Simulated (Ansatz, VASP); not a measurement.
MgO (Periclase) in VASP and in Ansatz

File INCAR:

```
PREC     = Accurate       # precision mode
ENCUT    = 520            # plane-wave cutoff, eV
EDIFF    = 1E-7           # SCF threshold, eV
ISMEAR   = 0              # smearing method
SIGMA    = 0.02           # smearing width, eV
LREAL    = False          # projectors in reciprocal space
LASPH    = True           # aspherical terms in the spheres
NELM     = 100            # most SCF steps
ALGO     = Normal         # electronic algorithm
ISIF     = 2              # what is computed and relaxed
LWAVE    = False          # write WAVECAR
LCHARG   = False          # write CHGCAR
GGA      = PE             # functional
NBANDS   = 11             # bands
```

Contents of KPOINTS:

```
regular mesh
0
Gamma
  10 10 10
```

POSCAR

```
MgO
1.0
    0.0000000000      2.1053674368      2.1053674368
    2.1053674368      0.0000000000      2.1053674368
    2.1053674368      2.1053674368      0.0000000000
Mg O
1 1
Direct
    0.0000000000      0.0000000000      0.0000000000
    0.5000000000      0.5000000000      0.5000000000
```

Input for Ansatz:

```yaml
crystal:
  lattice:
    - [0.0, 2.1053674368, 2.1053674368]
    - [2.1053674368, 0.0, 2.1053674368]
    - [2.1053674368, 2.1053674368, 0.0]
  atoms:
    - { symbol: Mg, position: [0.0, 0.0, 0.0] }
    - { symbol: O, position: [0.5, 0.5, 0.5] }
basis:
  ecutwfc: 420
kpoints:
  mp_grid: { grid: [10, 10, 10] }
hamiltonian:
  xc: pbe
scf:
  occupations: { method: gaussian, width: 0.02 }
output:
  forces: true
  stress: true
  eigenvalues: true
```

Alike in both runs: task single point; functional PBE; k mesh 10 × 10 × 10; occupations gaussian, width 0.02 eV; no spin polarisation.

|  | VASP | Ansatz |
| --- | --- | --- |
| version | VASP 6.6.1 | Ansatz 0.2.0 |
| potentials or method | VASP PAW PBE potentials, release 64 (Mg, O) | scalar-relativistic, plane waves, PAW |
| plane-wave cutoff (eV) | 520 | 420 |
| valence electrons in the cell | 8 | 16 |

```tsv
	VASP	Ansatz	Ansatz less VASP
gap on the k mesh at the Fermi level (eV)	4.74	4.75	+0.017
least direct gap on the mesh (eV)	4.74	4.75	+0.017
pressure (GPa)	4.1	4.8	+0.72
```

With one functional, cell and mesh, what is left measures potentials, basis and numerics. The two sets of potentials don't hold the same shells in valence.
